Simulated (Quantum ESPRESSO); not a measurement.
# In (I4/mmm) in Quantum ESPRESSO: further runs, part 2 of 3

Quantum ESPRESSO 7.5. The steps go on from the part before.

## 3. Phonons, PBE

The input, pw.in:

```
&CONTROL
  calculation = 'scf'
  prefix = 'pwscf'
  outdir = './tmp'
  pseudo_dir = './pseudo'
  tprnfor = .true.
  tstress = .true.
  disk_io = 'low'
/
&SYSTEM
  ibrav = 0
  celldm(1) = 8
  nat = 1
  ntyp = 1
  ecutwfc = 70
  nbnd = 12
  occupations = 'smearing'
  smearing = 'mv'
  degauss = 0.01469973
/
&ELECTRONS
  conv_thr = 2d-10
  electron_maxstep = 120
  mixing_beta = 0.5
/
ATOMIC_SPECIES
In   114.8180 In.upf
CELL_PARAMETERS alat
 -0.3839616404744   0.3839616404744   0.5843269393108
  0.3839616404744  -0.3839616404744   0.5843269393108
  0.3839616404744   0.3839616404744  -0.5843269393108
ATOMIC_POSITIONS crystal
In     0.0000000000    0.0000000000    0.0000000000
K_POINTS automatic
9 9 9 0 0 0
```

The input, relax.in:

```
&CONTROL
  calculation = 'vc-relax'
  prefix = 'pwscf'
  outdir = './tmp'
  pseudo_dir = './pseudo'
  tprnfor = .true.
  tstress = .true.
  disk_io = 'low'
  nstep = 40
  forc_conv_thr = 0.0001
  etot_conv_thr = 1d-06
/
&SYSTEM
  ibrav = 0
  celldm(1) = 8
  nat = 1
  ntyp = 1
  ecutwfc = 70
  nbnd = 12
  occupations = 'smearing'
  smearing = 'mv'
  degauss = 0.01469973
/
&ELECTRONS
  conv_thr = 2d-10
  electron_maxstep = 120
  mixing_beta = 0.5
/
&IONS
  ion_dynamics = 'bfgs'
/
&CELL
  cell_dynamics = 'bfgs'
  press = 0
  press_conv_thr = 0.2
/
ATOMIC_SPECIES
In   114.8180 In.upf
CELL_PARAMETERS alat
 -0.3839616404744   0.3839616404744   0.5843269393108
  0.3839616404744  -0.3839616404744   0.5843269393108
  0.3839616404744   0.3839616404744  -0.5843269393108
ATOMIC_POSITIONS crystal
In     0.0000000000    0.0000000000    0.0000000000
K_POINTS automatic
9 9 9 0 0 0
```

The input, scf2.in:

```
&CONTROL
  calculation = 'scf'
  prefix = 'pwscf'
  outdir = './tmp'
  pseudo_dir = './pseudo'
  tprnfor = .true.
  tstress = .true.
  disk_io = 'low'
/
&SYSTEM
  ibrav = 0
  celldm(1) = 8
  nat = 1
  ntyp = 1
  ecutwfc = 70
  nbnd = 12
  occupations = 'smearing'
  smearing = 'mv'
  degauss = 0.01469973
/
&ELECTRONS
  conv_thr = 1d-13
  electron_maxstep = 120
  mixing_beta = 0.5
  startingpot = 'file'
  startingwfc = 'file'
/
ATOMIC_SPECIES
In   114.8180 In.upf
CELL_PARAMETERS alat
 -0.3913033118370   0.3913033118370   0.5930193569079
  0.3913033118370  -0.3913033118370   0.5930193569079
  0.3913033118370   0.3913033118370  -0.5930193569079
ATOMIC_POSITIONS crystal
In     0.0000000000    0.0000000000    0.0000000000
K_POINTS automatic
9 9 9 0 0 0
```

The input, ph.in:

```
phonons of In
&INPUTPH
  prefix = 'pwscf'
  outdir = './tmp'
  tr2_ph = 1d-18
  fildyn = 'dyn'
  niter_ph = 90
  alpha_mix(1) = 0.4
/
0.3607170557 0.3607170557 0.8431427983
```

Potentials or basis: PseudoDojo 0.4.1 SR PBE standard.

Started as:

```bash
$ OMP_NUM_THREADS=1 mpirun -n 4 pw.x -nk 4 -in pw.in > pw.out
$ OMP_NUM_THREADS=1 mpirun -n 4 pw.x -nk 4 -in relax.in > relax.out
$ OMP_NUM_THREADS=1 mpirun -n 4 pw.x -nk 4 -in scf2.in > scf2.out
$ OMP_NUM_THREADS=1 mpirun -n 4 ph.x -nk 4 -in ph.in > ph.out
```

pw.out:

```text
This program is part of the open-source Quantum ESPRESSO suite
     for quantum simulation of materials; please cite
         "P. Giannozzi et al., J. Phys.:Condens. Matter 21 395502 (2009);
         "P. Giannozzi et al., J. Phys.:Condens. Matter 29 465901 (2017);
         "P. Giannozzi et al., J. Chem. Phys. 152 154105 (2020);
     in publications or presentations arising from this work. More details at

     Message from routine setup:
     using ibrav=0 with symmetry is DISCOURAGED, use correct ibrav instead

     K-points division:     npool     =       4
     Subspace diagonalization in iterative solution of the eigenvalue problem:
     a serial algorithm will be used

     G-vector sticks info
     --------------------
     sticks:   dense  smooth     PW     G-vecs:    dense   smooth      PW
     Sum         891     891    281                13917    13917    2469

     Using Slab Decomposition

     bravais-lattice index     =            0
     lattice parameter (alat)  =       8.0000  a.u.
     unit-cell volume          =     176.4256 (a.u.)^3
     number of atoms/cell      =            1
     number of atomic types    =            1
     number of electrons       =        13.00
     number of Kohn-Sham states=           12
     kinetic-energy cutoff     =      70.0000  Ry
     charge density cutoff     =     280.0000  Ry
     scf convergence threshold =      2.0E-10
     mixing beta               =       0.5000
     number of iterations used =            8  plain     mixing
[... 45 lines left out ...]
        k(    6) = (   0.1446904  -0.0000000   0.0950761), wk =   0.0219479
[... 67 lines left out ...]
        k(   74) = (  -0.0000000  -0.0000000   0.7606092), wk =   0.0054870
        k(   75) = (   0.0000000   1.1575230  -0.0000000), wk =   0.0109739

     Dense  grid:    13917 G-vectors     FFT dimensions: (  36,  36,  36)

     Initial potential from superposition of free atoms

     starting charge      12.9961, renormalised to      13.0000
     Starting wfcs are    9 randomized atomic wfcs +    3 random wfcs

     Self-consistent Calculation

     iteration #  1     ecut=    70.00 Ry     beta= 0.50
     Davidson diagonalization with overlap
     ethr =  1.00E-02,  avg # of iterations =  4.3

     Threshold (ethr) on eigenvalues was too large:
     Diagonalizing with lowered threshold

     Davidson diagonalization with overlap
     ethr =  4.70E-05,  avg # of iterations =  5.8

     total energy              =    -132.90215453 Ry
     estimated scf accuracy    <       0.00638278 Ry
[... 36 lines left out ...]
     iteration #  7     ecut=    70.00 Ry     beta= 0.50
     Davidson diagonalization with overlap
     ethr =  2.24E-10,  avg # of iterations =  2.0

     End of self-consistent calculation

          k = 0.0000 0.0000 0.0000 (  1769 PWs)   bands (ev):

    -4.1860  -4.0774  -4.0774  -3.9959  -3.8972   0.9986  21.1096  21.1096
    21.2708  22.3618  24.4930  24.6278
[... 368 lines left out ...]
    -4.3293  -4.2105  -3.8126  -3.7914  -3.7672   7.7446   8.1065  13.4865
    15.5294  18.8553  20.8684  32.6194

     the Fermi energy is    10.6166 ev

!    total energy              =    -132.90312205 Ry
     estimated scf accuracy    <          1.4E-10 Ry
     smearing contrib. (-TS)   =      -0.00005033 Ry
     internal energy E=F+TS    =    -132.90307172 Ry

     The total energy is F=E-TS. E is the sum of the following terms:
     one-electron contribution =     -33.29612397 Ry
     hartree contribution      =      27.48899311 Ry
     xc contribution           =     -40.07596061 Ry
     ewald contribution        =     -87.01998026 Ry

     convergence has been achieved in   7 iterations

     Forces acting on atoms (cartesian axes, Ry/au):

     atom    1 type  1   force =     0.00000000    0.00000000    0.00000000

     Total force =     0.000000     Total SCF correction =     0.000000

     Computing stress (Cartesian axis) and pressure

          total   stress  (Ry/bohr**3)                   (kbar)     P=       20.58
   0.00013257  -0.00000000  -0.00000000           19.50       -0.00       -0.00
  -0.00000000   0.00013257  -0.00000000           -0.00       19.50       -0.00
  -0.00000000  -0.00000000   0.00015450           -0.00       -0.00       22.73

=------------------------------------------------------------------------------=
   JOB DONE.
=------------------------------------------------------------------------------=
```

scf2.out:

```text
This program is part of the open-source Quantum ESPRESSO suite
     for quantum simulation of materials; please cite
         "P. Giannozzi et al., J. Phys.:Condens. Matter 21 395502 (2009);
         "P. Giannozzi et al., J. Phys.:Condens. Matter 29 465901 (2017);
         "P. Giannozzi et al., J. Chem. Phys. 152 154105 (2020);
[... 564 lines left out ...]
   0.00000000   0.00000340  -0.00000000            0.00        0.50       -0.00
  -0.00000000  -0.00000000   0.00000282           -0.00       -0.00        0.42

=------------------------------------------------------------------------------=
   JOB DONE.
=------------------------------------------------------------------------------=
```

Run time: 4.1 min. Hardware: 4 MPI ranks of Arm Neoverse V2, shared host; peak memory 0.36 GiB.

What came out:

- Free energy: -1808.2480 eV
- Relaxed volume: 27.56 Å³/atom
- Relaxed cell: a = 3.434 Å, b = 3.434 Å, c = 3.434 Å, α = 122.31°, β = 122.31°, γ = 86.04°
- Space group after relaxing (to 0.05 Å): I4/mmm (No. 139)
- Pressure after relaxing: 0.0 GPa
- Band gap on the k mesh: none (metal or under the smearing width)
- Highest phonon frequency at the q point run: 86 cm⁻¹

The path:
| step | energy change (eV) | largest force (eV/Å) | pressure (GPa) | volume (Å³) |
| --- | --- | --- | --- | --- |
| 1 | 0.0000 | 0.0000 | 2.06 | 26.14 |
| 2 | -0.0032 | 0.0000 | 1.61 | 26.42 |
| 3 | -0.0058 | 0.0000 | 1.12 | 26.73 |
| 4 | -0.0081 | 0.0000 | 0.42 | 27.22 |
| 5 | -0.0086 | 0.0000 | 0.02 | 27.52 |
| 6 | -0.0086 | 0.0000 | 0.00 | 27.53 |
| 7 | -0.0086 | 0.0000 | -0.01 | 27.55 |
| 8 | -0.0086 | 0.0000 | -0.02 | 27.56 |
| 9 | -0.0086 | 0.0000 | -0.03 | 27.56 |
| 10 | -0.0086 | 0.0000 | -0.02 | 27.56 |
| 11 | -0.0086 | 0.0000 | -0.01 | 27.56 |

Final structure:
```
In
1.0
    -1.65655    1.65655    2.51050
     1.65655   -1.65655    2.51050
     1.65655    1.65655   -2.51050
In
1
Direct
  0.00000 0.00000 0.00000
```

Levels at points of the mesh, in eV from the Fermi level:
```
           k point  band 3  band 4  band 5  band 6  band 7  band 8  band 9  band 10
(0.00, 0.00, 0.00)  -14.61  -14.53  -14.45   -9.23   10.05   10.05   10.18    11.64
```

Phonon frequencies in cm⁻¹ (negative: imaginary):
| q point | frequencies |
| --- | --- |
| (0.500, 0.500, -0.218) | 65 67 86 |

Phonon modes at q = (0.500, 0.500, -0.218) in reciprocal lattice units:
| mode | symmetry | cm⁻¹ |
| --- | --- | --- |
| 1 | B_2 | 65 |
| 2 | A_1 | 67 |
| 3 | B_1 | 86 |

Caveat: the q point doesn't lie on the k mesh, which can shift a metal's frequencies strongly unless the mesh is converged.

## 4. Phonons, PBEsol

pw.in is that of step 3.

relax.in is that of step 3.

scf2.in: that of step 3 with these lines changed.

```diff
@@ -30,5 +30,5 @@
 CELL_PARAMETERS alat
- -0.3913033118370   0.3913033118370   0.5930193569079
-  0.3913033118370  -0.3913033118370   0.5930193569079
-  0.3913033118370   0.3913033118370  -0.5930193569079
+ -0.3709377572733   0.3709377572733   0.6113510667777
+  0.3709377572733  -0.3709377572733   0.6113510667777
+  0.3709377572733   0.3709377572733  -0.6113510667777
 ATOMIC_POSITIONS crystal
```

ph.in: that of step 3 with these lines changed.

```diff
@@ -9,2 +9,2 @@
 /
-0.3607170557 0.3607170557 0.8431427983
+-0.4258487021 0.4258487021 0.8178606813
```

Potentials or basis: PseudoDojo 0.4.1 SR PBEsol standard.

Started as:

```bash
$ OMP_NUM_THREADS=1 mpirun -n 4 pw.x -nk 4 -in pw.in > pw.out
$ OMP_NUM_THREADS=1 mpirun -n 4 pw.x -nk 4 -in relax.in > relax.out
$ OMP_NUM_THREADS=1 mpirun -n 4 pw.x -nk 4 -in scf2.in > scf2.out
$ OMP_NUM_THREADS=1 mpirun -n 4 ph.x -nk 4 -in ph.in > ph.out
```

pw.out:

```text
This program is part of the open-source Quantum ESPRESSO suite
     for quantum simulation of materials; please cite
[... 6 lines left out ...]
     using ibrav=0 with symmetry is DISCOURAGED, use correct ibrav instead

     K-points division:     npool     =       4
     Subspace diagonalization in iterative solution of the eigenvalue problem:
     a serial algorithm will be used

     G-vector sticks info
     --------------------
     sticks:   dense  smooth     PW     G-vecs:    dense   smooth      PW
     Sum         891     891    281                13917    13917    2469

     Using Slab Decomposition

     bravais-lattice index     =            0
     lattice parameter (alat)  =       8.0000  a.u.
     unit-cell volume          =     176.4256 (a.u.)^3
     number of atoms/cell      =            1
     number of atomic types    =            1
     number of electrons       =        13.00
[... 142 lines left out ...]
     estimated scf accuracy    <       0.00683560 Ry
[... 36 lines left out ...]
     iteration #  7     ecut=    70.00 Ry     beta= 0.50
     Davidson diagonalization with overlap
     ethr =  2.39E-10,  avg # of iterations =  2.0

     End of self-consistent calculation

          k = 0.0000 0.0000 0.0000 (  1769 PWs)   bands (ev):

    -4.2693  -4.1593  -4.1593  -4.0761  -3.9766   0.8145  20.9190  20.9190
    21.0772  22.1994  24.3368  24.4627
[... 368 lines left out ...]
    -4.4145  -4.2946  -3.8911  -3.8700  -3.8455   7.5584   7.9291  13.3073
    15.3443  18.6896  20.6968  32.4354

     the Fermi energy is    10.4357 ev

!    total energy              =    -132.59435955 Ry
     estimated scf accuracy    <          3.6E-11 Ry
     smearing contrib. (-TS)   =      -0.00005363 Ry
     internal energy E=F+TS    =    -132.59430592 Ry

     The total energy is F=E-TS. E is the sum of the following terms:
     one-electron contribution =     -33.34815399 Ry
     hartree contribution      =      27.41609071 Ry
     xc contribution           =     -39.64226238 Ry
     ewald contribution        =     -87.01998026 Ry

     convergence has been achieved in   7 iterations

     Forces acting on atoms (cartesian axes, Ry/au):

     atom    1 type  1   force =     0.00000000    0.00000000    0.00000000

     Total force =     0.000000     Total SCF correction =     0.000000

     Computing stress (Cartesian axis) and pressure

          total   stress  (Ry/bohr**3)                   (kbar)     P=       -8.22
  -0.00006403  -0.00000000   0.00000000           -9.42       -0.00        0.00
  -0.00000000  -0.00006403   0.00000000           -0.00       -9.42        0.00
   0.00000000   0.00000000  -0.00003964            0.00        0.00       -5.83

=------------------------------------------------------------------------------=
   JOB DONE.
=------------------------------------------------------------------------------=
```

It took 4.5 min on 4 MPI ranks of Arm Neoverse V2, shared host; peak memory 0.36 GiB.

Results:

```yaml
Free_energy: -1804.0449 eV
Relaxed_volume: 25.53 Å³/atom
Relaxed_cell: a = 3.410 Å, b = 3.410 Å, c = 3.410 Å, α = 125.17°, β = 125.17°, γ = 81.26°
Space_group_after_relaxing_to_0.05_Å: I4/mmm (No. 139)
Pressure_after_relaxing: 0.0 GPa
Band_gap_on_the_k_mesh: none (metal or under the smearing width)
Highest_phonon_frequency_at_the_q_point_run: 110 cm⁻¹
```

Stress tensor (GPa, compression positive):
```
0.01 0.00 0.00
0.00 0.01 0.00
0.00 0.00 0.13
```

The path:
| step | energy change (eV) | largest force (eV/Å) | pressure (GPa) | volume (Å³) |
| --- | --- | --- | --- | --- |
| 1 | 0.0000 | 0.0000 | -0.82 | 26.14 |
| 2 | -0.0005 | 0.0000 | -0.66 | 26.03 |
| 3 | -0.0011 | 0.0000 | -0.43 | 25.88 |
| 4 | -0.0016 | 0.0000 | -0.10 | 25.66 |
| 5 | -0.0017 | 0.0000 | 0.09 | 25.53 |
| 6 | -0.0018 | 0.0000 | 0.14 | 25.49 |
| 7 | -0.0019 | 0.0000 | 0.17 | 25.46 |
| 8 | -0.0020 | 0.0000 | 0.17 | 25.44 |
| 9 | -0.0021 | 0.0000 | 0.16 | 25.43 |
| 10 | -0.0023 | 0.0000 | 0.15 | 25.42 |
| 11 | -0.0027 | 0.0000 | 0.17 | 25.40 |
| 12 | -0.0037 | 0.0000 | 0.27 | 25.36 |
| 13 | -0.0060 | 0.0000 | 0.41 | 25.30 |
| 14 | -0.0048 | 0.0000 | 0.33 | 25.37 |
| 15 | -0.0062 | 0.0000 | 0.38 | 25.33 |
| 16 | -0.0065 | 0.0000 | 0.14 | 25.45 |
| 17 | -0.0065 | 0.0000 | 0.01 | 25.53 |
| 18 | -0.0065 | 0.0000 | 0.00 | 25.53 |

Final structure:
```yaml
crystal:
  lattice:
    - [-1.57033, 1.57033, 2.58810]
    - [1.57033, -1.57033, 2.58810]
    - [1.57033, 1.57033, -2.58810]
  atoms:
    - { symbol: In, position: [0.00000, 0.00000, 0.00000] }
```

Phonon frequencies in cm⁻¹ (negative: imaginary):
```
               q point  frequencies
(0.816, 0.184, -0.500)    74 85 110
```

Phonon modes at q = (0.816, 0.184, -0.500) in reciprocal lattice units:
| mode | symmetry | cm⁻¹ |
| --- | --- | --- |
| 1 | B_1 | 74 |
| 2 | A_1 | 85 |
| 3 | B_2 | 110 |

Caveat: the q point doesn't lie on the k mesh, which can shift a metal's frequencies strongly unless the mesh is converged.

(Continued in part 3 of 3.)
